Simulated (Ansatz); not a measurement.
SrO: pressure against volume

SrO, Fm-3m, a = 5.195 Å. Ansatz: PBE, PAW, 420 eV, Γ-centred 8×8×8 mesh on 2 atoms, Gaussian smearing 0.02 eV; no spin polarisation. Symmetry fixes shape and atoms, so the cell is only scaled; pressure is positive in compression.

```
V (Å³/atom) P (GPa)
     16.471     6.03
     16.997        ?
     17.523     0.01
     18.048    -2.33
     18.574    -4.31
```

Q: Take V0 = 17.523 Å³/atom, count pressures from its P0 = 0.01 GPa, fit the third-order Birch–Murnaghan form to the other rows, and predict the missing pressure.

A: With the Eulerian strain f = ½[(V0/V)^(2/3) − 1] and y = (P − P0)/[3f(1 + 2f)^(5/2)], the form is the line y = B0 + 1.5 B0 (B0′ − 4) f. Rows (f, y): 0.02107, 85.9; -0.00974, 84.1; -0.01904, 83.3. Means f = -0.002570, y = 84.433; Σ(Δf)² = 0.0008815, ΣΔfΔy = 0.05573; the slope is their ratio. y = 84.60 + 63.22 f GPa, so B0 = 84.6 GPa and B0′ = 4 + 2 × (63.22)/(3 × 84.60) = 4.50. At V = 16.997, f = 0.01026, y = 85.25 and P = 2.77 GPa. The run gave 2.77 GPa, the same to the digits shown.